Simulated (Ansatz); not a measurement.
# Hg: the cost of one run

Program: Ansatz 0.2.0. Level of theory: DFT PBE, scalar-relativistic, plane waves, PAW. These are calculated values, not measurements.

**1. The structure to begin with**

The structure is hexagonal, space group P6_3/mmc (No. 194). Conventional cell: a = 3.462 Å, b = 3.462 Å, c = 5.488 Å, α = 90.00°, β = 90.00°, γ = 120.00°. Around Hg (site symmetry -6m2) lie 12 Hg at 3.39 to 3.46 Å.

As a file:

```
Hg
1.0
     3.46181    0.00000    0.00000
    -1.73090    2.99802    0.00000
     0.00000    0.00000    5.48755
Hg
2
Direct
  0.66667 0.33333 0.75000
  0.33333 0.66667 0.25000
```

The structure comes from the Materials Project (structure only).

**2. A change within a subgroup**

The change: strain xx, yy, zz, yz, xz, xy = +4.4, +4.4, +1.4, +0.0, +0.0, +0.0 %; atoms moved by 0.10 Å root mean square, at most 0.10 Å.

input.yaml

```yaml
crystal:
  lattice:
    - [3.6128137748, 0.0, 0.0]
    - [-1.8064068874, 3.1287885081, 0.0]
    - [0.0, 0.0, 5.5622886876]
  atoms:
    - { symbol: Hg, position: [0.66666667, 0.33333333, 0.7317769257] }
    - { symbol: Hg, position: [0.33333333, 0.66666667, 0.2682230743] }
basis:
  ecutwfc: 420
kpoints:
  mp_grid: { grid: [12, 12, 8] }
hamiltonian:
  xc: pbe
scf:
  occupations: { method: gaussian, width: 0.05 }
output:
  forces: true
  stress: true
  eigenvalues: true
  populations: true
```

Launch:

```
$ ansatz run input.yaml --threads 1 --pin off --max-ram 1331MiB --backend cpu --events-out ev --progress --plain --runs-dir out
```

Q: Estimate wall time and peak memory on 1 thread of an x86-64 CPU, shared host.

About 17 s, with a peak of 0.43 GiB.
